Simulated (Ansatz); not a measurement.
MgSe:

```xyz
2
Lattice="0.0000 2.7255 2.7255 2.7255 0.0000 2.7255 2.7255 2.7255 0.0000" Properties=species:S:1:pos:R:3 pbc="T T T"
Se    2.7255    2.7255    2.7255
Mg    0.0000    0.0000    0.0000
```

Base run:

| Property | Result |
| --- | --- |
| Program | Ansatz 0.2.0 |
| Functional | LDA |
| Potentials or basis | Ansatz PAW |
| Cutoff | 420 eV (not typed: the program's choice for these potentials) |
| k mesh | 8 × 8 × 8 |
| Occupations | fermi-dirac, width 0.05 eV |
| Spin | no spin polarisation |

Its results: band gap on the k mesh 1.66 eV, indirect (least direct gap 2.38 eV); pressure -2.1 GPa.

Task: The run is repeated on the same cell with these changes: functional from LDA to PBE0; k mesh from 8 × 8 × 8 to 4 × 4 × 4. What comes out?

Result: Band gap on the k mesh 3.39 eV, indirect (least direct gap 4.32 eV); pressure 1.0 GPa.

Several settings changed at once, so the effect can't be laid on one alone.

Caveats: some runs use coarse meshes; the PAW data sets come from PBE, with cores solved anew for the run's functional, which leaves a small shift of forces and pressure; the thresholds are loose for stress (some runs).
